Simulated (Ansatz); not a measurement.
# SrO

```xyz
2
Lattice="0.0000 2.5698 2.5698 2.5698 0.0000 2.5698 2.5698 2.5698 0.0000" Properties=species:S:1:pos:R:3 pbc="T T T"
Sr    0.0000    0.0000    0.0000
O     2.5698    2.5698    2.5698
```

Atom numbers follow the list: Sr1, O2.

The cell is COD entry 1100027, as deposited and not checked against the literature; nothing was relaxed. It is an old determination, and later ones may differ.

All numbers are computed: DFT, PBEsol, all-electron LAPW, scalar-relativistic (Ansatz 0.2.0); DFT, PBEsol, PAW with Ansatz's default frozen-core files, scalar-relativistic (Ansatz 0.2.0).

For LAPW: a Γ-centred 8×8×8 k mesh, Fermi–Dirac smearing of 0.03 eV, basis error target 0.5 meV/atom, no spin polarisation. PAW takes a cutoff of 420 eV at this cell (files made with PBE, cores remade for this functional). The Ansatz runs share mesh, smearing and spin set-up. Values come from LAPW unless marked.

- Pressure at this cell: -0.92 GPa
- Band gap: 3.20 eV, indirect from Γ to X (0.5, 0, 0.5)
- Smallest direct gap on the path: 3.28 eV
- Löwdin charges (with 0.31 e of the cell spilling out of the atomic basis, so their sizes and signs hang on that basis): Sr1 1.64, O2 -1.33 e
- Bader charges (from the PAW run): Sr1 +1.47, O2 -1.47 e
- Volume per atom: 16.97 Å³
